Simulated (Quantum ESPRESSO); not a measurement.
# BN (F-43m) in Quantum ESPRESSO: further runs

Aim: see how the results for BN move with the level of theory and the settings. Levels: AM05, r2SCAN, SCAN. Tasks: band structure.

Program: Quantum ESPRESSO 7.5. These are calculated values, not measurements. Logs are shortened: lines on timing, memory, paths and dates and some standing lists are left out, and cuts for length are marked.

**Experimental background.**

A printed reference work, monograph reports, for a bulk crystal of BN at 300 K: band gap 6.4 eV (indirect).

How close the calculation comes is told below.

**1. Starting point**

The structure is cubic, space group F-43m (No. 216). The conventional cell has a = 3.626 Å, b = 3.626 Å, c = 3.626 Å, α = 90.00°, β = 90.00°, γ = 90.00°. Around N (site symmetry -43m) lie 4 B at 1.57 Å. B (site symmetry -43m) is surrounded by 4 N at 1.57 Å.

The cell is a database's computed one.

**2. Band structure, AM05**

The input, pw.in:

```
&CONTROL
  calculation = 'scf'
  prefix = 'pwscf'
  outdir = './tmp'
  pseudo_dir = './pseudo'
  tprnfor = .true.
  tstress = .true.
  disk_io = 'low'
/
&SYSTEM
  ibrav = 0
  nat = 2
  ntyp = 2
  ecutwfc = 88
  nbnd = 9
  input_dft = 'XC-000I-000I-120L-135L-000I-000I'
  occupations = 'smearing'
  smearing = 'fd'
  degauss = 0.00367493
/
&ELECTRONS
  conv_thr = 4d-10
  electron_maxstep = 120
  mixing_beta = 0.5
/
ATOMIC_SPECIES
N     14.0070 N_ONCV_PBE-1.2.upf
B     10.8100 B_ONCV_PBE-1.2.upf
CELL_PARAMETERS angstrom
   0.0000000000    1.8130010000    1.8130010000
   1.8130010000    0.0000000000    1.8130010000
   1.8130010000    1.8130010000    0.0000000000
ATOMIC_POSITIONS crystal
N      0.2500000000    0.2500000000    0.2500000000
B      0.0000000000    0.0000000000    0.0000000000
K_POINTS automatic
13 13 13 0 0 0
```

The input, bands.in:

```
&CONTROL
  calculation = 'bands'
  prefix = 'pwscf'
  outdir = './tmp'
  pseudo_dir = './pseudo'
  disk_io = 'low'
  verbosity = 'high'
/
&SYSTEM
  ibrav = 0
  nat = 2
  ntyp = 2
  ecutwfc = 88
  nbnd = 9
  input_dft = 'XC-000I-000I-120L-135L-000I-000I'
  occupations = 'smearing'
  smearing = 'fd'
  degauss = 0.00367493
/
&ELECTRONS
  conv_thr = 1d-08
  electron_maxstep = 120
  mixing_beta = 0.5
  diago_full_acc = .true.
  startingwfc = 'random'
/
ATOMIC_SPECIES
N     14.0070 N_ONCV_PBE-1.2.upf
B     10.8100 B_ONCV_PBE-1.2.upf
CELL_PARAMETERS angstrom
   0.0000000000    1.8130010000    1.8130010000
   1.8130010000    0.0000000000    1.8130010000
   1.8130010000    1.8130010000    0.0000000000
ATOMIC_POSITIONS crystal
N      0.2500000000    0.2500000000    0.2500000000
B      0.0000000000    0.0000000000    0.0000000000
K_POINTS crystal
60
 0.0000000000  0.0000000000  0.0000000000 1
 0.0625000000  0.0000000000  0.0625000000 1
 0.1250000000  0.0000000000  0.1250000000 1
 0.1875000000  0.0000000000  0.1875000000 1
 0.2500000000  0.0000000000  0.2500000000 1
 0.3125000000  0.0000000000  0.3125000000 1
 0.3750000000  0.0000000000  0.3750000000 1
 0.4375000000  0.0000000000  0.4375000000 1
 0.5000000000  0.0000000000  0.5000000000 1
 0.5000000000  0.0625000000  0.5625000000 1
 0.5000000000  0.1250000000  0.6250000000 1
 0.5000000000  0.1875000000  0.6875000000 1
 0.5000000000  0.2500000000  0.7500000000 1
 0.4375000000  0.3125000000  0.7500000000 1
 0.3750000000  0.3750000000  0.7500000000 1
 0.3375000000  0.3375000000  0.6750000000 1
 0.3000000000  0.3000000000  0.6000000000 1
 0.2625000000  0.2625000000  0.5250000000 1
 0.2250000000  0.2250000000  0.4500000000 1
 0.1875000000  0.1875000000  0.3750000000 1
 0.1500000000  0.1500000000  0.3000000000 1
 0.1125000000  0.1125000000  0.2250000000 1
 0.0750000000  0.0750000000  0.1500000000 1
 0.0375000000  0.0375000000  0.0750000000 1
 0.0000000000  0.0000000000  0.0000000000 1
 0.0625000000  0.0625000000  0.0625000000 1
 0.1250000000  0.1250000000  0.1250000000 1
 0.1875000000  0.1875000000  0.1875000000 1
 0.2500000000  0.2500000000  0.2500000000 1
 0.3125000000  0.3125000000  0.3125000000 1
 0.3750000000  0.3750000000  0.3750000000 1
 0.4375000000  0.4375000000  0.4375000000 1
 0.5000000000  0.5000000000  0.5000000000 1
 0.5250000000  0.4500000000  0.5250000000 1
 0.5500000000  0.4000000000  0.5500000000 1
 0.5750000000  0.3500000000  0.5750000000 1
 0.6000000000  0.3000000000  0.6000000000 1
 0.6250000000  0.2500000000  0.6250000000 1
 0.5833333333  0.2500000000  0.6666666667 1
 0.5416666667  0.2500000000  0.7083333333 1
 0.5000000000  0.2500000000  0.7500000000 1
 0.5000000000  0.2857142857  0.7142857143 1
 0.5000000000  0.3214285714  0.6785714286 1
 0.5000000000  0.3571428571  0.6428571429 1
 0.5000000000  0.3928571429  0.6071428571 1
 0.5000000000  0.4285714286  0.5714285714 1
 0.5000000000  0.4642857143  0.5357142857 1
 0.5000000000  0.5000000000  0.5000000000 1
 0.4821428571  0.4821428571  0.5357142857 1
 0.4642857143  0.4642857143  0.5714285714 1
 0.4464285714  0.4464285714  0.6071428571 1
 0.4285714286  0.4285714286  0.6428571429 1
 0.4107142857  0.4107142857  0.6785714286 1
 0.3928571429  0.3928571429  0.7142857143 1
 0.3750000000  0.3750000000  0.7500000000 1
 0.6250000000  0.2500000000  0.6250000000 1
 0.5937500000  0.1875000000  0.5937500000 1
 0.5625000000  0.1250000000  0.5625000000 1
 0.5312500000  0.0625000000  0.5312500000 1
 0.5000000000  0.0000000000  0.5000000000 1
```

Potentials or basis: SG15 PBE 1.2.

Command:

```
OMP_NUM_THREADS=1 pw.x -in pw.in > pw.out
OMP_NUM_THREADS=1 pw.x -in bands.in > bands.out
```

pw.out:

```text
This program is part of the open-source Quantum ESPRESSO suite
     for quantum simulation of materials; please cite
         "P. Giannozzi et al., J. Phys.:Condens. Matter 21 395502 (2009);
         "P. Giannozzi et al., J. Phys.:Condens. Matter 29 465901 (2017);
         "P. Giannozzi et al., J. Chem. Phys. 152 154105 (2020);
     in publications or presentations arising from this work. More details at

     IMPORTANT: XC functional enforced from input :
     Exchange-correlation= XC-000I-000I-120L-135L-000I-000I
                           (   0   0 120 135   0   0   0)
     Any further DFT definition will be discarded
     Please, verify this is what you really want

     Message from routine setup:
     using ibrav=0 with symmetry is DISCOURAGED, use correct ibrav instead

     G-vector sticks info
     --------------------
     sticks:   dense  smooth     PW     G-vecs:    dense   smooth      PW
     Sum         571     571    187                 8873     8873    1639

     Using Slab Decomposition

     bravais-lattice index     =            0
     lattice parameter (alat)  =       4.8452  a.u.
     unit-cell volume          =      80.4305 (a.u.)^3
     number of atoms/cell      =            2
     number of atomic types    =            2
     number of electrons       =         8.00
     number of Kohn-Sham states=            9
     kinetic-energy cutoff     =      88.0000  Ry
     charge density cutoff     =     352.0000  Ry
     scf convergence threshold =      4.0E-10
     mixing beta               =       0.5000
     number of iterations used =            8  plain     mixing
     Exchange-correlation= XC-000I-000I-120L-135L-000I-000I
                           (   0   0 120 135   0   0   0)

     celldm(1)=   4.845202  celldm(2)=   0.000000  celldm(3)=   0.000000
     celldm(4)=   0.000000  celldm(5)=   0.000000  celldm(6)=   0.000000

     crystal axes: (cart. coord. in units of alat)
               a(1) = (   0.000000   0.707107   0.707107 )
               a(2) = (   0.707107   0.000000   0.707107 )
               a(3) = (   0.707107   0.707107   0.000000 )

     reciprocal axes: (cart. coord. in units 2 pi/alat)
               b(1) = ( -0.707107  0.707107  0.707107 )
               b(2) = (  0.707107 -0.707107  0.707107 )
               b(3) = (  0.707107  0.707107 -0.707107 )

     PseudoPot. # 1 for N  read from file:
     N_ONCV_PBE-1.2.upf
     Pseudo is Norm-conserving, Zval =  5.0
     Generated using ONCVPSP code by D. R. Hamann
     Using radial grid of  602 points,  4 beta functions with:
                l(1) =   0
                l(2) =   0
                l(3) =   1
                l(4) =   1

     PseudoPot. # 2 for B  read from file:
     B_ONCV_PBE-1.2.upf
     Pseudo is Norm-conserving, Zval =  3.0
     Generated using ONCVPSP code by D. R. Hamann
     Using radial grid of  602 points,  4 beta functions with:
                l(1) =   0
                l(2) =   0
                l(3) =   1
                l(4) =   1

     atomic species   valence    mass     pseudopotential
     N                 5.00    14.00700     N ( 1.00)
     B                 3.00    10.81000     B ( 1.00)

     24 Sym. Ops. (no inversion) found

   Cartesian axes

     site n.     atom                  positions (alat units)
         1        N      tau(   1) = (   0.3535534   0.3535534   0.3535534  )
         2        B      tau(   2) = (   0.0000000   0.0000000   0.0000000  )

     number of k points=    84  Fermi-Dirac smearing, width (Ry)=  0.0037
                       cart. coord. in units 2pi/alat
        k(    1) = (   0.0000000   0.0000000   0.0000000), wk =   0.0009103
        k(    2) = (   0.0543928   0.0543928  -0.0543928), wk =   0.0072827
        k(    3) = (   0.1087857   0.1087857  -0.1087857), wk =   0.0072827
        k(    4) = (   0.1631785   0.1631785  -0.1631785), wk =   0.0072827
        k(    5) = (   0.2175713   0.2175713  -0.2175713), wk =   0.0072827
        k(    6) = (   0.2719641   0.2719641  -0.2719641), wk =   0.0072827
[... 56 lines left out ...]

    -9.1362  11.0706  11.0706  11.0706  19.7223  19.7223  19.7223  21.1382
    35.3848

          k = 0.0544 0.0544-0.0544 (  1118 PWs)   bands (ev):

    -8.9925  10.2754  10.9132  10.9132  19.8950  19.9582  19.9582  21.6399
    35.2115

          k = 0.1088 0.1088-0.1088 (  1131 PWs)   bands (ev):

    -8.5656   8.4002  10.5202  10.5202  20.1699  20.5268  20.5268  22.8487
    34.7309

          k = 0.1632 0.1632-0.1632 (  1116 PWs)   bands (ev):

    -7.8714   6.1390  10.0461  10.0461  20.4473  21.1214  21.1214  24.1197
    34.2015

          k = 0.2176 0.2176-0.2176 (  1119 PWs)   bands (ev):

    -6.9490   3.8777   9.6151   9.6151  20.7060  21.4924  21.4924  25.1001
    33.9105

          k = 0.2720 0.2720-0.2720 (  1125 PWs)   bands (ev):

    -5.9032   1.8792   9.2994   9.2994  20.9033  21.6130  21.6130  25.7195
    33.9234

          k = 0.3264 0.3264-0.3264 (  1131 PWs)   bands (ev):

    -5.0513   0.5356   9.1344   9.1344  21.0078  21.6168  21.6168  26.0130
    34.0756

          k = 0.1088-0.0000 0.0000 (  1127 PWs)   bands (ev):

    -8.9446  10.5564  10.5910  10.5910  19.4116  20.3579  20.3579  21.7019
    34.0155

          k = 0.1632 0.0544-0.0544 (  1126 PWs)   bands (ev):

    -8.6123   9.0324  10.0905  10.4992  19.4363  20.8667  21.0581  22.5629
    32.4384

          k = 0.2176 0.1088-0.1088 (  1120 PWs)   bands (ev):

    -8.0070   6.9165   9.5768  10.1377  19.8447  21.2441  21.7542  23.6849
    31.7140

          k = 0.2720 0.1632-0.1632 (  1120 PWs)   bands (ev):

    -7.1582   4.6751   9.1630   9.6525  20.2980  21.5455  22.1835  24.6271
    31.9388

          k = 0.3264 0.2176-0.2176 (  1124 PWs)   bands (ev):

    -6.1411   2.5924   8.9094   9.1784  20.6303  21.6887  22.2774  25.4304
    32.6629

          k = 0.3807 0.2720-0.2720 (  1127 PWs)   bands (ev):

    -5.1750   0.9894   8.8002   8.8403  20.8677  21.7047  22.1590  26.0318
    33.2446

          k =-0.2720-0.3807 0.3807 (  1120 PWs)   bands (ev):

    -4.8311   0.4836   8.5682   8.9564  21.0895  21.6598  21.9771  26.2350
    33.5093
[... 303 lines left out ...]
    -5.6219   4.0490   6.0279   8.0046  19.5849  22.7602  23.8261  25.7299
    30.5456

          k =-0.2176-0.4351 0.6527 (  1123 PWs)   bands (ev):

    -4.7075   2.8980   5.4653   7.3699  20.1496  22.5332  24.5798  26.5473
    30.3028

          k =-0.1632-0.3807 0.5983 (  1124 PWs)   bands (ev):

    -4.0131   1.9662   5.3427   6.9397  20.3772  22.4657  25.5978  26.9757
    29.4071

          k =-0.1632-0.4895 0.7071 (  1116 PWs)   bands (ev):

    -4.3941   3.2548   5.3424   6.3546  18.7932  22.7663  24.7118  27.5331
    30.3549

          k =-0.1088-0.4351 0.6527 (  1121 PWs)   bands (ev):

    -3.7186   2.7616   4.6626   5.9072  19.5560  23.5243  24.7047  27.5978
    29.6968

          k =-0.0544-0.3807 0.5983 (  1125 PWs)   bands (ev):

    -3.5257   2.6478   4.1743   6.0601  20.1343  23.4322  25.7068  26.8429
    29.1946

          k = 0.0000-0.3264 0.5439 (  1116 PWs)   bands (ev):

    -3.9504   2.8247   4.3705   6.6187  20.4832  22.7662  25.1600  27.4316
    29.1943

          k =-0.0544-0.4895 0.7071 (  1124 PWs)   bands (ev):

    -3.4778   2.8120   4.9950   5.1903  18.3362  22.5781  25.9925  27.9620
    30.3952

          k = 0.0000-0.4351 0.6527 (  1122 PWs)   bands (ev):

    -3.3048   3.1018   3.9038   5.4053  19.3458  23.8349  25.2395  27.0907
    30.0056

          k =-0.0544-0.3807 0.7071 (  1124 PWs)   bands (ev):

    -3.3198   3.2127   4.0846   4.9724  20.3756  23.8594  25.0142  26.3850
    29.9166

     the Fermi energy is    13.1243 ev

!    total energy              =     -25.65522530 Ry
     estimated scf accuracy    <          9.8E-11 Ry
     smearing contrib. (-TS)   =       0.00000000 Ry
     internal energy E=F+TS    =     -25.65522530 Ry

     The total energy is F=E-TS. E is the sum of the following terms:
     one-electron contribution =       4.39773571 Ry
     hartree contribution      =       3.53589981 Ry
     xc contribution           =      -7.32799801 Ry
     ewald contribution        =     -26.26086280 Ry

     convergence has been achieved in   8 iterations

     Forces acting on atoms (cartesian axes, Ry/au):

     atom    1 type  1   force =    -0.00000000   -0.00000000    0.00000000
     atom    2 type  2   force =    -0.00000000   -0.00000000   -0.00000000

     Total force =     0.000000     Total SCF correction =     0.000000

     Computing stress (Cartesian axis) and pressure

          total   stress  (Ry/bohr**3)                   (kbar)     P=      -44.37
  -0.00030160   0.00000000   0.00000000          -44.37        0.00        0.00
   0.00000000  -0.00030160   0.00000000            0.00      -44.37        0.00
   0.00000000   0.00000000  -0.00030160            0.00        0.00      -44.37

=------------------------------------------------------------------------------=
   JOB DONE.
=------------------------------------------------------------------------------=
```

Wall time 14 s (1 thread of Arm Neoverse V2, shared host); peak memory 0.09 GiB.

What came out:

```yaml
Free_energy: -349.0571 eV
Pressure: -4.4 GPa
Band_gap_on_the_k_mesh: 4.35 eV, indirect (least direct gap 8.65 eV)
Band_gap_along_the_path: 4.28 eV, indirect (least direct gap 8.65 eV)
```

Levels at the corners of the path, in eV from the valence-band top:
| point | band 1 | band 2 | band 3 | band 4 | band 5 | band 6 | band 7 | band 8 | band 9 |
| --- | --- | --- | --- | --- | --- | --- | --- | --- | --- |
| Γ | -20.21 | 0.00 | 0.00 | 0.00 | 8.65 | 8.65 | 8.65 | 10.07 | 24.31 |
| X | -14.62 | -8.94 | -4.94 | -4.94 | 4.28 | 9.07 | 17.65 | 17.65 | 20.46 |
| W | -14.30 | -7.61 | -7.01 | -6.56 | 9.44 | 13.07 | 14.28 | 14.48 | 19.03 |
| K | -14.53 | -8.15 | -7.72 | -4.11 | 6.73 | 12.70 | 15.59 | 16.40 | 18.44 |
| Γ | -20.21 | 0.00 | 0.00 | 0.00 | 8.65 | 8.65 | 8.65 | 10.07 | 24.31 |
| L | -15.98 | -10.74 | -1.96 | -1.96 | 9.95 | 10.54 | 10.54 | 14.98 | 23.04 |
| U | -14.53 | -8.15 | -7.72 | -4.11 | 6.73 | 12.70 | 15.59 | 16.40 | 18.44 |
| W | -14.30 | -7.61 | -7.01 | -6.56 | 9.44 | 13.07 | 14.28 | 14.48 | 19.03 |
| L | -15.98 | -10.74 | -1.96 | -1.96 | 9.95 | 10.54 | 10.54 | 14.98 | 23.04 |
| K | -14.53 | -8.15 | -7.72 | -4.11 | 6.73 | 12.70 | 15.59 | 16.40 | 18.44 |
| U | -14.53 | -8.15 | -7.72 | -4.11 | 6.73 | 12.70 | 15.59 | 16.40 | 18.44 |
| X | -14.62 | -8.94 | -4.94 | -4.94 | 4.28 | 9.07 | 17.65 | 17.65 | 20.46 |

Caveat: the potentials were made for another functional, which shifts forces and pressure.

**3. Band structure, r2SCAN**

pw.in, as its differences from that of step 2:

```diff
@@ -15,3 +15,3 @@
   nbnd = 9
-  input_dft = 'XC-000I-000I-120L-135L-000I-000I'
+  input_dft = 'r2scan'
   occupations = 'smearing'
@@ -19,5 +19,6 @@
   degauss = 0.00367493
+  nosym = .true.
 /
 &ELECTRONS
-  conv_thr = 4d-10
+  conv_thr = 1d-08
   electron_maxstep = 120
@@ -36,2 +37,2 @@
 K_POINTS automatic
-13 13 13 0 0 0
+10 10 10 0 0 0
```

bands.in, as its differences from that of step 2:

```diff
@@ -14,3 +14,3 @@
   nbnd = 9
-  input_dft = 'XC-000I-000I-120L-135L-000I-000I'
+  input_dft = 'r2scan'
   occupations = 'smearing'
@@ -18,2 +18,3 @@
   degauss = 0.00367493
+  nosym = .true.
 /
```

Potentials or basis: SG15 PBE 1.2.

Command:

```
OMP_NUM_THREADS=1 pw.x -in pw.in > pw.out
OMP_NUM_THREADS=1 pw.x -in bands.in > bands.out
```

Wall time 3.3 min (1 thread of Arm Neoverse V2, shared host); peak memory 0.11 GiB.

Results (log left out):

- Free energy: -350.1300 eV
- Pressure: -5.5 GPa
- Band gap on the k mesh: 4.97 eV, indirect (least direct gap 9.47 eV)
- Band gap along the path: 4.97 eV, indirect (least direct gap 9.47 eV)

Levels at the corners of the path, in eV from the valence-band top:
```csv
point,band 1,band 2,band 3,band 4,band 5,band 6,band 7,band 8
Γ,-21.32,0.00,0.00,0.00,9.47,9.47,9.47,10.60
X,-15.69,-9.34,-5.09,-5.09,4.97,9.72,19.09,19.09
W,-15.41,-8.04,-7.16,-6.65,10.36,14.05,15.26,15.48
K,-15.63,-8.55,-7.85,-4.23,7.47,13.55,16.85,17.67
Γ,-21.32,0.00,0.00,0.00,9.47,9.47,9.47,10.60
L,-17.09,-11.06,-2.02,-2.02,10.46,11.45,11.45,16.30
U,-15.63,-8.55,-7.85,-4.23,7.47,13.55,16.85,17.67
W,-15.41,-8.04,-7.16,-6.65,10.36,14.05,15.26,15.48
L,-17.09,-11.06,-2.02,-2.02,10.46,11.45,11.45,16.30
K,-15.63,-8.55,-7.85,-4.23,7.47,13.55,16.85,17.67
U,-15.63,-8.55,-7.85,-4.23,7.47,13.55,16.85,17.67
X,-15.69,-9.34,-5.09,-5.09,4.97,9.72,19.09,19.09
```

Caveat: the potentials were made for another functional, which shifts forces and pressure.

**4. Band structure, SCAN**

pw.in, as its differences from that of step 3:

```diff
@@ -15,3 +15,3 @@
   nbnd = 9
-  input_dft = 'r2scan'
+  input_dft = 'scan'
   occupations = 'smearing'
```

bands.in, as its differences from that of step 3:

```diff
@@ -14,3 +14,3 @@
   nbnd = 9
-  input_dft = 'r2scan'
+  input_dft = 'scan'
   occupations = 'smearing'
```

Command:

```
OMP_NUM_THREADS=1 pw.x -in pw.in > pw.out
OMP_NUM_THREADS=1 pw.x -in bands.in > bands.out
```

Wall time 3.3 min (1 thread of Arm Neoverse V2, shared host); peak memory 0.11 GiB.

Results (log left out):

| Quantity | Value |
| --- | --- |
| Free energy | -350.2031 eV |
| Pressure | -6.2 GPa |
| Band gap on the k mesh | 4.93 eV, indirect (least direct gap 9.43 eV) |
| Band gap along the path | 4.93 eV, indirect (least direct gap 9.43 eV) |

Levels at the corners of the path, in eV from the valence-band top:
```csv
point,band 1,band 2,band 3,band 4,band 5,band 6,band 7,band 8,band 9
Γ,-21.35,0.00,0.00,0.00,9.43,9.43,9.43,10.59,25.72
X,-15.73,-9.34,-5.09,-5.09,4.93,9.73,19.03,19.03,21.98
W,-15.45,-8.03,-7.16,-6.66,10.33,13.98,15.29,15.44,20.51
K,-15.67,-8.55,-7.86,-4.24,7.44,13.56,16.79,17.61,19.77
Γ,-21.35,0.00,0.00,0.00,9.43,9.43,9.43,10.59,25.72
L,-17.13,-11.06,-2.03,-2.03,10.45,11.41,11.41,16.27,24.64
U,-15.67,-8.55,-7.86,-4.24,7.44,13.56,16.79,17.61,19.77
W,-15.45,-8.03,-7.16,-6.66,10.33,13.98,15.29,15.44,20.51
L,-17.13,-11.06,-2.03,-2.03,10.45,11.41,11.41,16.27,24.64
K,-15.67,-8.55,-7.86,-4.24,7.44,13.56,16.79,17.61,19.77
U,-15.67,-8.55,-7.86,-4.24,7.44,13.56,16.79,17.61,19.77
X,-15.73,-9.34,-5.09,-5.09,4.93,9.73,19.03,19.03,21.98
```

Caveat: the potentials were made for another functional, which shifts forces and pressure.

**5. Overview**

```csv
level,k mesh,SCF threshold,symmetry,gap on the mesh (eV),pressure (GPa)
AM05,13 × 13 × 13,4e-10 Ry,-,4.35,-4.4
r2SCAN,10 × 10 × 10,1e-08 Ry,off,4.97,-5.5
SCAN,10 × 10 × 10,1e-08 Ry,off,4.93,-6.2
```

Alike in all rows: task band structure; potentials or basis SG15 PBE 1.2; no spin polarisation; cell as given; cutoff (eV) 1197; smearing fermi-dirac 0.05 eV.

On the cell as given the gap runs from 4.28 eV (AM05) to 4.97 eV (r2SCAN); the meshes differ, which moves gaps too. The pressure there spans -6.2 GPa (SCAN) to -4.4 GPa (AM05); a positive pressure means that this level wants a larger cell, a negative one a smaller.

Caveats: the potentials were made for another functional, which shifts forces and pressure.

Absolute energies hang on the potentials; compare differences alone.

**6. Comparison with measurements**

Step 2. Measured gap of BN: 6.4 eV (indirect; 300 K; a printed reference work, monograph). This calculation gives 4.28 eV (-2.12 eV). The value is that of AM05, without temperature or zero-point motion. Semilocal functionals fall short of measured gaps as a rule. The cell is a database's relaxed one, not the measured one, which moves gaps too.

Step 3. Measured gap of BN: 6.4 eV (indirect; 300 K; a printed reference work, monograph). This calculation gives 4.97 eV (-1.43 eV). The value is that of r2SCAN, without temperature or zero-point motion. The cell is a database's relaxed one, not the measured one, which moves gaps too.

Step 4. A measured gap of BN is 6.4 eV (indirect; 300 K; a printed reference work, monograph); the calculated 4.93 eV misses it by -1.47 eV. The value is that of SCAN, without temperature or zero-point motion. The cell is a database's relaxed one, not the measured one, which moves gaps too.
